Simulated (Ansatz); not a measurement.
Crystal: FeO.

```
Fe O
1.0
     1.51768    0.87623    2.51579
    -1.51768    0.87623    2.51579
     0.00000   -1.75247    2.51579
Fe O
1 1
Direct
  0.00000 0.00000 0.00000
  0.50000 0.50000 0.50000
```

Base run:

| Item | Value |
| --- | --- |
| Program | Ansatz 0.2.0 |
| Functional | LDA |
| Potentials or basis | Ansatz PAW |
| Cutoff | 420 eV (not typed: the program's choice for these potentials) |
| k mesh | 11 × 11 × 11 |
| Occupations | fermi-dirac, width 0.05 eV |
| Spin | collinear spin, ferromagnetic start |
| Starting moments | [3.0, 0.0] μB |
| Hubbard terms | Fe d U = 1 eV |

Its results: band gap on the k mesh none (metal or under the smearing width); pressure -15.3 GPa; net moment 4.00 μB per cell; site moments Fe +3.44; O +0.32 μB.

Task: The run is repeated on the same cell with these changes: hubbard terms from Fe d U = 1 eV to none; hubbard projectors from ortho-atomic (the default) to none. What comes out?

Result: Band gap on the k mesh none (metal or under the smearing width); pressure -16.0 GPa; net moment 4.00 μB per cell; site moments Fe +3.42; O +0.34 μB.

Caveats: a cell with one magnetic atom can't hold antiferromagnetic order, which such compounds often take; the PAW data sets come from PBE, with cores solved anew for the run's functional, which leaves a small shift of forces and pressure; the density of states is complete only up to the lowest level of the last band computed; the magnetic or orbital state may not be the lowest (some runs); semilocal functionals often make such compounds metallic where correlation or magnetic order opens a gap, which also shifts bond lengths (some runs).
